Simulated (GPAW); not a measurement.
# As (Pm-3m) in GPAW: further runs

The runs below take As through relaxation of cell and atoms, with PBEsol.

All numbers are computed with GPAW 26.7.0; they aren't measurements. Logs are shortened: lines on timing, memory, paths and dates and some standing lists are left out, and cuts for length are marked. The log counts tension as positive stress, the text compression.

### Step 1. The crystal as given

The structure is cubic, space group Pm-3m (No. 221). The conventional cell has a = 2.704 Å, b = 2.704 Å, c = 2.704 Å, α = 90.00°, β = 90.00°, γ = 90.00°. As (site symmetry m-3m) is surrounded by 6 As at 2.70 Å.

This isn't the form of As at room conditions, which is rhombohedral.

### Step 2. Relaxation of cell and atoms, PBEsol

The input, run.py:

```python
from ase import Atoms
from ase.filters import FrechetCellFilter
from ase.io import write
from ase.optimize import BFGS
from gpaw import GPAW, PW, setup_paths

setup_paths.insert(0, '.')

atoms = Atoms(['As'],
              cell=[[2.7036817444, 0.0, 0.0],
                    [0.0, 2.7036817444, 0.0],
                    [0.0, 0.0, 2.7036817444]],
              scaled_positions=[[0.5, 0.5, 0.5]],
              pbc=True)

calc = GPAW(mode=PW(600),
            xc='PBEsol',
            kpts={'size': (10, 10, 10), 'gamma': True},
            occupations={'name': 'fermi-dirac', 'width': 0.05},
            nbands=9,
            convergence={'density': 1e-05, 'forces': 0.0001},
            maxiter=150,
            txt='gpaw.txt')
atoms.calc = calc
opt = BFGS(FrechetCellFilter(atoms), trajectory='relax.traj', logfile='-')
done = opt.run(fmax=0.02, steps=60)
calc.write('gs.gpw')
write('result.traj', atoms)
print('Converged:', done)
print('Cell:', atoms.cell.cellpar().round(4))
print('Volume:', round(atoms.get_volume(), 4))
print(atoms.get_scaled_positions().round(5))
```

Potentials or basis: PAW data sets generated in the run's folder for this functional, pw.

Command:

```sh
gpaw-setup -f PBEsol As
OMP_NUM_THREADS=1 python run.py
```

gpaw.txt:

```text
__  _  _
 | _ |_)|_||  |
 |__||  | ||/\| - 26.7.0

Input parameters:
  mode=PW(ecut=600.0),
  convergence={'density': 1e-05, 'forces': 0.0001},
  kpts=MonkhorstPack(size=(10, 10, 10), gamma=True),
  maxiter=150,
  nbands=9,
  occupations=Occupations(name='fermi-dirac', width=0.05),
  xc=XC(name='PBEsol')

Diagonalizing LCAO Hamiltonian
Converting LCAO to pw mode
   .------.
  /|      |
 * |      |
 | .-As---.
 |/      /
 *------*

Atoms  # Å, Bohr magnetons
|   | symbol |        x |        y |        z |    initial magnetic moments |
|---|--------|----------|----------|----------|-----------------------------|
| 0 |     As | 1.351841 | 1.351841 | 1.351841 | ( 0.0000,  0.0000,  0.0000) |

Unit cell  # Å
| periodic |        x |        y |        z |  lengths |    angles |
|----------|----------|----------|----------|----------|-----------|
|      yes | 2.703682 | 0.000000 | 0.000000 | 2.703682 | 90.000000 |
|      yes | 0.000000 | 2.703682 | 0.000000 | 2.703682 | 90.000000 |
|      yes | 0.000000 | 0.000000 | 2.703682 | 2.703682 | 90.000000 |

Number of symmetries: 48
Symmetry operations  # r_c * U_cc + t_c -> r_c
|    | kind |            matrix            |
|----|------|------------------------------|
|  0 |  E   |  1, 0, 0,  0, 1, 0,  0, 0, 1 |
|  1 |  σ   |  1, 0, 0,  0, 1, 0,  0, 0,-1 |
|  2 |  σ   |  1, 0, 0,  0, 0, 1,  0, 1, 0 |
|  3 |  C4  |  1, 0, 0,  0, 0, 1,  0,-1, 0 |
|  4 |  C4  |  1, 0, 0,  0, 0,-1,  0, 1, 0 |
|  5 |  σ   |  1, 0, 0,  0, 0,-1,  0,-1, 0 |
|  6 |  σ   |  1, 0, 0,  0,-1, 0,  0, 0, 1 |
|  7 |  C2  |  1, 0, 0,  0,-1, 0,  0, 0,-1 |
|  8 |  σ   |  0, 1, 0,  1, 0, 0,  0, 0, 1 |
|  9 |  C2  |  0, 1, 0,  1, 0, 0,  0, 0,-1 |
| 10 |  C3  |  0, 1, 0,  0, 0, 1,  1, 0, 0 |
| 11 |  S6  |  0, 1, 0,  0, 0, 1, -1, 0, 0 |
| 12 |  S6  |  0, 1, 0,  0, 0,-1,  1, 0, 0 |
| 13 |  C3  |  0, 1, 0,  0, 0,-1, -1, 0, 0 |
| 14 |  C4  |  0, 1, 0, -1, 0, 0,  0, 0, 1 |
| 15 |  S4  |  0, 1, 0, -1, 0, 0,  0, 0,-1 |
| 16 |  C3  |  0, 0, 1,  1, 0, 0,  0, 1, 0 |
| 17 |  S6  |  0, 0, 1,  1, 0, 0,  0,-1, 0 |
| 18 |  σ   |  0, 0, 1,  0, 1, 0,  1, 0, 0 |
| 19 |  C4  |  0, 0, 1,  0, 1, 0, -1, 0, 0 |
| 20 |  C2  |  0, 0, 1,  0,-1, 0,  1, 0, 0 |
| 21 |  S4  |  0, 0, 1,  0,-1, 0, -1, 0, 0 |
| 22 |  S6  |  0, 0, 1, -1, 0, 0,  0, 1, 0 |
| 23 |  C3  |  0, 0, 1, -1, 0, 0,  0,-1, 0 |
| 24 |  S6  |  0, 0,-1,  1, 0, 0,  0, 1, 0 |
| 25 |  C3  |  0, 0,-1,  1, 0, 0,  0,-1, 0 |
| 26 |  C4  |  0, 0,-1,  0, 1, 0,  1, 0, 0 |
| 27 |  σ   |  0, 0,-1,  0, 1, 0, -1, 0, 0 |
| 28 |  S4  |  0, 0,-1,  0,-1, 0,  1, 0, 0 |
| 29 |  C2  |  0, 0,-1,  0,-1, 0, -1, 0, 0 |
| 30 |  C3  |  0, 0,-1, -1, 0, 0,  0, 1, 0 |
| 31 |  S6  |  0, 0,-1, -1, 0, 0,  0,-1, 0 |
| 32 |  C4  |  0,-1, 0,  1, 0, 0,  0, 0, 1 |
| 33 |  S4  |  0,-1, 0,  1, 0, 0,  0, 0,-1 |
[... 151 lines left out ...]
dipole moment: (-0.000003, -0.000003, -0.000003)  # |e|*Ang

Fermi level: 7.429
Eigenvalues  # (at kpt = [0.000, 0.000, 0.000])
| band index |      eig [eV] | occ [0-2] |
|------------|---------------|-----------|
|          0 |        -7.502 |     2.000 |
|          1 |        11.647 |     0.000 |
|          2 |        11.647 |     0.000 |
|          3 |        11.647 |     0.000 |
|          4 |        16.069 |     0.000 |
|          5 |        16.069 |     0.000 |
|          6 |        17.896 |     0.000 |
|          7 |        33.061 |     0.000 |
|          8 |        34.551 |     0.000 |

No gap
No difference between direct/indirect transitions

Stress tensor  # eV/Ang^3
|         x |         y |        z |
|-----------|-----------|----------|
|  0.009242 | -0.000000 | 0.000000 |
| -0.000000 |  0.009242 | 0.000000 |
|  0.000000 |  0.000000 | 0.009242 |

Forces  # eV/Ang
|       x |       y |       z |
|---------|---------|---------|
| 0.00000 | 0.00000 | 0.00000 |  # As   0

Interpolating wave functions to new cell

       As

Atoms  # Å, Bohr magnetons
|   | symbol |        x |        y |        z |    initial magnetic moments |
|---|--------|----------|----------|----------|-----------------------------|
| 0 |     As | 1.348318 | 1.348318 | 1.348318 | ( 0.0000,  0.0000,  0.0000) |

Unit cell  # Å
| periodic |        x |        y |        z |  lengths |    angles |
|----------|----------|----------|----------|----------|-----------|
|      yes | 2.696636 | 0.000000 | 0.000000 | 2.696636 | 90.000000 |
|      yes | 0.000000 | 2.696636 | 0.000000 | 2.696636 | 90.000000 |
|      yes | 0.000000 | 0.000000 | 2.696636 | 2.696636 | 90.000000 |

Number of symmetries: 48
Symmetry operations  # r_c * U_cc + t_c -> r_c
|    | kind |            matrix            |
|----|------|------------------------------|
|  0 |  E   |  1, 0, 0,  0, 1, 0,  0, 0, 1 |
|  1 |  σ   |  1, 0, 0,  0, 1, 0,  0, 0,-1 |
|  2 |  σ   |  1, 0, 0,  0, 0, 1,  0, 1, 0 |
|  3 |  C4  |  1, 0, 0,  0, 0, 1,  0,-1, 0 |
|  4 |  C4  |  1, 0, 0,  0, 0,-1,  0, 1, 0 |
|  5 |  σ   |  1, 0, 0,  0, 0,-1,  0,-1, 0 |
|  6 |  σ   |  1, 0, 0,  0,-1, 0,  0, 0, 1 |
|  7 |  C2  |  1, 0, 0,  0,-1, 0,  0, 0,-1 |
|  8 |  σ   |  0, 1, 0,  1, 0, 0,  0, 0, 1 |
|  9 |  C2  |  0, 1, 0,  1, 0, 0,  0, 0,-1 |
| 10 |  C3  |  0, 1, 0,  0, 0, 1,  1, 0, 0 |
| 11 |  S6  |  0, 1, 0,  0, 0, 1, -1, 0, 0 |
| 12 |  S6  |  0, 1, 0,  0, 0,-1,  1, 0, 0 |
| 13 |  C3  |  0, 1, 0,  0, 0,-1, -1, 0, 0 |
| 14 |  C4  |  0, 1, 0, -1, 0, 0,  0, 0, 1 |
| 15 |  S4  |  0, 1, 0, -1, 0, 0,  0, 0,-1 |
| 16 |  C3  |  0, 0, 1,  1, 0, 0,  0, 1, 0 |
| 17 |  S6  |  0, 0, 1,  1, 0, 0,  0,-1, 0 |
| 18 |  σ   |  0, 0, 1,  0, 1, 0,  1, 0, 0 |
| 19 |  C4  |  0, 0, 1,  0, 1, 0, -1, 0, 0 |
| 20 |  C2  |  0, 0, 1,  0,-1, 0,  1, 0, 0 |
| 21 |  S4  |  0, 0, 1,  0,-1, 0, -1, 0, 0 |
| 22 |  S6  |  0, 0, 1, -1, 0, 0,  0, 1, 0 |
| 23 |  C3  |  0, 0, 1, -1, 0, 0,  0,-1, 0 |
| 24 |  S6  |  0, 0,-1,  1, 0, 0,  0, 1, 0 |
| 25 |  C3  |  0, 0,-1,  1, 0, 0,  0,-1, 0 |
| 26 |  C4  |  0, 0,-1,  0, 1, 0,  1, 0, 0 |
| 27 |  σ   |  0, 0,-1,  0, 1, 0, -1, 0, 0 |
| 28 |  S4  |  0, 0,-1,  0,-1, 0,  1, 0, 0 |
| 29 |  C2  |  0, 0,-1,  0,-1, 0, -1, 0, 0 |
| 30 |  C3  |  0, 0,-1, -1, 0, 0,  0, 1, 0 |
| 31 |  S6  |  0, 0,-1, -1, 0, 0,  0,-1, 0 |
| 32 |  C4  |  0,-1, 0,  1, 0, 0,  0, 0, 1 |
| 33 |  S4  |  0,-1, 0,  1, 0, 0,  0, 0,-1 |
[... 150 lines left out ...]
dipole moment: (-0.000003, -0.000003, -0.000003)  # |e|*Ang

Fermi level: 7.536
Eigenvalues  # (at kpt = [0.000, 0.000, 0.000])
| band index |      eig [eV] | occ [0-2] |
|------------|---------------|-----------|
|          0 |        -7.470 |     2.000 |
|          1 |        11.781 |     0.000 |
|          2 |        11.781 |     0.000 |
|          3 |        11.781 |     0.000 |
|          4 |        16.180 |     0.000 |
|          5 |        16.180 |     0.000 |
|          6 |        18.069 |     0.000 |
|          7 |        33.272 |     0.000 |
|          8 |        33.272 |     0.000 |

No gap
No difference between direct/indirect transitions

Stress tensor  # eV/Ang^3
|        x |        y |        z |
|----------|----------|----------|
| 0.005002 | 0.000000 | 0.000000 |
| 0.000000 | 0.005002 | 0.000000 |
| 0.000000 | 0.000000 | 0.005002 |

Forces  # eV/Ang
|       x |       y |       z |
|---------|---------|---------|
| 0.00000 | 0.00000 | 0.00000 |  # As   0

Interpolating wave functions to new cell

       As

Atoms  # Å, Bohr magnetons
|   | symbol |        x |        y |        z |    initial magnetic moments |
|---|--------|----------|----------|----------|-----------------------------|
| 0 |     As | 1.344243 | 1.344243 | 1.344243 | ( 0.0000,  0.0000,  0.0000) |

Unit cell  # Å
| periodic |        x |         y |        z |  lengths |    angles |
|----------|----------|-----------|----------|----------|-----------|
|      yes | 2.688486 | -0.000000 | 0.000000 | 2.688486 | 90.000000 |
|      yes | 0.000000 |  2.688486 | 0.000000 | 2.688486 | 90.000000 |
|      yes | 0.000000 | -0.000000 | 2.688486 | 2.688486 | 90.000000 |

Number of symmetries: 48
Symmetry operations  # r_c * U_cc + t_c -> r_c
|    | kind |            matrix            |
|----|------|------------------------------|
|  0 |  E   |  1, 0, 0,  0, 1, 0,  0, 0, 1 |
|  1 |  σ   |  1, 0, 0,  0, 1, 0,  0, 0,-1 |
|  2 |  σ   |  1, 0, 0,  0, 0, 1,  0, 1, 0 |
|  3 |  C4  |  1, 0, 0,  0, 0, 1,  0,-1, 0 |
|  4 |  C4  |  1, 0, 0,  0, 0,-1,  0, 1, 0 |
|  5 |  σ   |  1, 0, 0,  0, 0,-1,  0,-1, 0 |
|  6 |  σ   |  1, 0, 0,  0,-1, 0,  0, 0, 1 |
|  7 |  C2  |  1, 0, 0,  0,-1, 0,  0, 0,-1 |
|  8 |  σ   |  0, 1, 0,  1, 0, 0,  0, 0, 1 |
|  9 |  C2  |  0, 1, 0,  1, 0, 0,  0, 0,-1 |
| 10 |  C3  |  0, 1, 0,  0, 0, 1,  1, 0, 0 |
| 11 |  S6  |  0, 1, 0,  0, 0, 1, -1, 0, 0 |
| 12 |  S6  |  0, 1, 0,  0, 0,-1,  1, 0, 0 |
| 13 |  C3  |  0, 1, 0,  0, 0,-1, -1, 0, 0 |
| 14 |  C4  |  0, 1, 0, -1, 0, 0,  0, 0, 1 |
| 15 |  S4  |  0, 1, 0, -1, 0, 0,  0, 0,-1 |
| 16 |  C3  |  0, 0, 1,  1, 0, 0,  0, 1, 0 |
| 17 |  S6  |  0, 0, 1,  1, 0, 0,  0,-1, 0 |
| 18 |  σ   |  0, 0, 1,  0, 1, 0,  1, 0, 0 |
| 19 |  C4  |  0, 0, 1,  0, 1, 0, -1, 0, 0 |
| 20 |  C2  |  0, 0, 1,  0,-1, 0,  1, 0, 0 |
| 21 |  S4  |  0, 0, 1,  0,-1, 0, -1, 0, 0 |
| 22 |  S6  |  0, 0, 1, -1, 0, 0,  0, 1, 0 |
| 23 |  C3  |  0, 0, 1, -1, 0, 0,  0,-1, 0 |
| 24 |  S6  |  0, 0,-1,  1, 0, 0,  0, 1, 0 |
| 25 |  C3  |  0, 0,-1,  1, 0, 0,  0,-1, 0 |
| 26 |  C4  |  0, 0,-1,  0, 1, 0,  1, 0, 0 |
| 27 |  σ   |  0, 0,-1,  0, 1, 0, -1, 0, 0 |
| 28 |  S4  |  0, 0,-1,  0,-1, 0,  1, 0, 0 |
| 29 |  C2  |  0, 0,-1,  0,-1, 0, -1, 0, 0 |
| 30 |  C3  |  0, 0,-1, -1, 0, 0,  0, 1, 0 |
| 31 |  S6  |  0, 0,-1, -1, 0, 0,  0,-1, 0 |
| 32 |  C4  |  0,-1, 0,  1, 0, 0,  0, 0, 1 |
| 33 |  S4  |  0,-1, 0,  1, 0, 0,  0, 0,-1 |
[... 150 lines left out ...]
dipole moment: (-0.000003, -0.000003, -0.000003)  # |e|*Ang

Fermi level: 7.660
Eigenvalues  # (at kpt = [0.000, 0.000, 0.000])
| band index |      eig [eV] | occ [0-2] |
|------------|---------------|-----------|
|          0 |        -7.433 |     2.000 |
|          1 |        11.938 |     0.000 |
|          2 |        11.938 |     0.000 |
|          3 |        11.938 |     0.000 |
|          4 |        16.310 |     0.000 |
|          5 |        16.310 |     0.000 |
|          6 |        18.270 |     0.000 |
|          7 |        33.518 |     0.000 |
|          8 |        33.518 |     0.000 |

No gap
No difference between direct/indirect transitions

Stress tensor  # eV/Ang^3
|         x |         y |         z |
|-----------|-----------|-----------|
| -0.000099 |  0.000000 |  0.000000 |
|  0.000000 | -0.000099 |  0.000000 |
|  0.000000 |  0.000000 | -0.000099 |

Forces  # eV/Ang
|       x |        y |        z |
|---------|----------|----------|
| 0.00000 | -0.00000 | -0.00000 |  # As   0

# Writing to gs.gpw (mode='')
```

It took 16 s on 1 thread of Arm Neoverse V1, shared host; peak memory 0.14 GiB.

Results:

| Quantity | Value |
| --- | --- |
| Free energy | -5.0421 eV |
| Relaxed volume | 19.43 Å³/atom |
| Relaxed cell | a = 2.688 Å, b = 2.688 Å, c = 2.688 Å, α = 90.00°, β = 90.00°, γ = 90.00° |
| Space group after relaxing (to 0.05 Å) | Pm-3m (No. 221) |
| Energy gained by relaxing | 1.5 meV/atom |
| Ionic steps | 3 |
| Pressure after relaxing | 0.0 GPa |
| Band gap on the k mesh | none (metal or under the smearing width) |

Step by step:
| step | energy change (eV) | largest force (eV/Å) | pressure (GPa) | volume (Å³) |
| --- | --- | --- | --- | --- |
| 1 | 0.0000 | 0.0000 | -1.48 | 19.76 |
| 2 | -0.0011 | 0.0000 | -0.80 | 19.61 |
| 3 | -0.0015 | 0.0000 | 0.02 | 19.43 |

Final structure:
```
As
1.0
     2.68849    0.00000    0.00000
     0.00000    2.68849    0.00000
     0.00000    0.00000    2.68849
As
1
Cartesian
  1.3442 1.3442 1.3442
```

Levels at points of the mesh, in eV from the Fermi level:
| k point | band 1 | band 2 | band 3 | band 4 | band 5 |
| --- | --- | --- | --- | --- | --- |
| (0.00, 0.00, 0.00) | -15.09 | 4.28 | 4.28 | 4.28 | 8.65 |
| (0.50, 0.00, 0.00) | -11.87 | -7.05 | 6.63 | 6.63 | 11.47 |
| (0.50, 0.50, 0.00) | -8.49 | -4.30 | -4.30 | 2.39 | 8.85 |
| (0.50, 0.50, 0.50) | -4.75 | -1.79 | -1.79 | -1.79 | 5.94 |

Caveat: later steps reuse the first step's grids.

### Step 3. Relaxation of cell and atoms, PBEsol, target pressure 2 GPa, at which the enthalpy is minimised

Changes to run.py since step 2:

```diff
@@ -4,2 +4,3 @@
 from ase.optimize import BFGS
+from ase.units import GPa
 from gpaw import GPAW, PW, setup_paths
@@ -24,3 +25,3 @@
 atoms.calc = calc
-opt = BFGS(FrechetCellFilter(atoms), trajectory='relax.traj', logfile='-')
+opt = BFGS(FrechetCellFilter(atoms, scalar_pressure=2 * GPa), trajectory='relax.traj', logfile='-')
 done = opt.run(fmax=0.02, steps=60)
```

Potentials or basis: PAW data sets generated in the run's folder for this functional, pw.

Command:

```sh
gpaw-setup -f PBEsol As
OMP_NUM_THREADS=1 python run.py
```

gpaw.txt:

```text
__  _  _
 | _ |_)|_||  |
 |__||  | ||/\| - 26.7.0

Input parameters:
  mode=PW(ecut=600.0),
  convergence={'density': 1e-05, 'forces': 0.0001},
  kpts=MonkhorstPack(size=(10, 10, 10), gamma=True),
  maxiter=150,
  nbands=9,
  occupations=Occupations(name='fermi-dirac', width=0.05),
  xc=XC(name='PBEsol')

Diagonalizing LCAO Hamiltonian
Converting LCAO to pw mode
   .------.
  /|      |
 * |      |
 | .-As---.
 |/      /
 *------*

Atoms  # Å, Bohr magnetons
|   | symbol |        x |        y |        z |    initial magnetic moments |
|---|--------|----------|----------|----------|-----------------------------|
| 0 |     As | 1.351841 | 1.351841 | 1.351841 | ( 0.0000,  0.0000,  0.0000) |

Unit cell  # Å
| periodic |        x |        y |        z |  lengths |    angles |
|----------|----------|----------|----------|----------|-----------|
|      yes | 2.703682 | 0.000000 | 0.000000 | 2.703682 | 90.000000 |
|      yes | 0.000000 | 2.703682 | 0.000000 | 2.703682 | 90.000000 |
|      yes | 0.000000 | 0.000000 | 2.703682 | 2.703682 | 90.000000 |

Number of symmetries: 48
Symmetry operations  # r_c * U_cc + t_c -> r_c
|    | kind |            matrix            |
|----|------|------------------------------|
|  0 |  E   |  1, 0, 0,  0, 1, 0,  0, 0, 1 |
|  1 |  σ   |  1, 0, 0,  0, 1, 0,  0, 0,-1 |
|  2 |  σ   |  1, 0, 0,  0, 0, 1,  0, 1, 0 |
|  3 |  C4  |  1, 0, 0,  0, 0, 1,  0,-1, 0 |
[... 455 lines left out ...]
| 0 |     As | 1.334645 | 1.334645 | 1.334645 | ( 0.0000,  0.0000,  0.0000) |

Unit cell  # Å
| periodic |         x |         y |         z |  lengths |    angles |
|----------|-----------|-----------|-----------|----------|-----------|
|      yes |  2.669290 | -0.000000 | -0.000000 | 2.669290 | 90.000000 |
|      yes | -0.000000 |  2.669290 | -0.000000 | 2.669290 | 90.000000 |
|      yes |  0.000000 | -0.000000 |  2.669290 | 2.669290 | 90.000000 |

Number of symmetries: 48
Symmetry operations  # r_c * U_cc + t_c -> r_c
|    | kind |            matrix            |
|----|------|------------------------------|
|  0 |  E   |  1, 0, 0,  0, 1, 0,  0, 0, 1 |
|  1 |  σ   |  1, 0, 0,  0, 1, 0,  0, 0,-1 |
|  2 |  σ   |  1, 0, 0,  0, 0, 1,  0, 1, 0 |
|  3 |  C4  |  1, 0, 0,  0, 0, 1,  0,-1, 0 |
|  4 |  C4  |  1, 0, 0,  0, 0,-1,  0, 1, 0 |
|  5 |  σ   |  1, 0, 0,  0, 0,-1,  0,-1, 0 |
|  6 |  σ   |  1, 0, 0,  0,-1, 0,  0, 0, 1 |
|  7 |  C2  |  1, 0, 0,  0,-1, 0,  0, 0,-1 |
|  8 |  σ   |  0, 1, 0,  1, 0, 0,  0, 0, 1 |
[... 148 lines left out ...]
SCF iterations
|iter     | |      energy | eigst |  dens |force |
|---------|-|-------------|-------|-------|------|
|iter:   1| |   -5.043223 | -2.26 |       |      |
|iter:   2| |   -5.042643 | -5.15 | -1.82 |      |
|iter:   3| |   -5.038328 | -3.98 | -1.84 |      |
|iter:   4| |   -5.038086 | -4.99 | -2.56 |      |
|iter:   5| |   -5.038078c| -5.97 | -3.13 |      |
|iter:   6| |   -5.038078c| -7.68c| -4.31 |      |
|iter:   7| |   -5.038078c| -8.63c| -4.82 |      |
|iter:   8| |   -5.038078c|-10.16c| -6.10c|      |
|iter:   9| |   -5.038078c|-11.29c| -6.63c|-24.96c|

Converged in 9 steps
Energy contributions relative to reference atoms: (reference = -61459.443079)

Energy contributions:
  Kinetic:           9.214590
  Coulomb:          -8.423369
  Zero:             -0.012601
  External:          0.000000
  Xc:               -5.815388
  Entropy:          -0.002620
  Spinorbit:         0.000000
  ----------------------------
  Free energy:      -5.039388
  Extrapolated:     -5.038078
[... 17 lines left out ...]
No gap
No difference between direct/indirect transitions

Stress tensor  # eV/Ang^3
|         x |         y |         z |
|-----------|-----------|-----------|
| -0.013028 | -0.000000 |  0.000000 |
| -0.000000 | -0.013028 |  0.000000 |
|  0.000000 |  0.000000 | -0.013028 |

Forces  # eV/Ang
|        x |       y |       z |
|----------|---------|---------|
| -0.00000 | 0.00000 | 0.00000 |  # As   0

# Writing to gs.gpw (mode='')
```

Wall time 16 s (1 thread of Arm Neoverse V1, shared host); peak memory 0.14 GiB.

Results:

```
Free energy                                            : -5.0394 eV
Relaxed volume                                         : 19.02 Å³/atom
Relaxed cell                                           : a = 2.669 Å, b = 2.669 Å, c = 2.669 Å, α = 90.00°, β = 90.00°, γ = 90.00°
Space group after relaxing (to 0.05 Å)                 : Pm-3m (No. 221)
Energy change on relaxing (the enthalpy is what falls) : +1.2 meV/atom
Ionic steps                                            : 3
Pressure after relaxing                                : 2.1 GPa
Band gap on the k mesh                                 : none (metal or under the smearing width)
```

Step by step:
```tsv
step	energy change (eV)	largest force (eV/Å)	pressure (GPa)	volume (Å³)
1	0.0000	0.0000	-1.48	19.76
2	-0.0015	0.0000	0.15	19.40
3	0.0012	0.0000	2.09	19.02
```

Final structure:
```
As
1.0
     2.66929    0.00000    0.00000
     0.00000    2.66929    0.00000
     0.00000    0.00000    2.66929
As
1
Direct
  0.50000 0.50000 0.50000
```

Levels at points of the mesh, in eV from the Fermi level:
```tsv
k point	band 1	band 2	band 3	band 4	band 5
(0.00, 0.00, 0.00)	-15.30	4.36	4.36	4.36	8.66
(0.50, 0.00, 0.00)	-11.98	-7.24	6.79	6.79	11.54
(0.50, 0.50, 0.00)	-8.49	-4.42	-4.42	2.29	9.09
(0.50, 0.50, 0.50)	-4.60	-1.84	-1.84	-1.84	5.90
```

Caveat: later steps reuse the first step's grids.

(Part 1 of 2 ends here.)
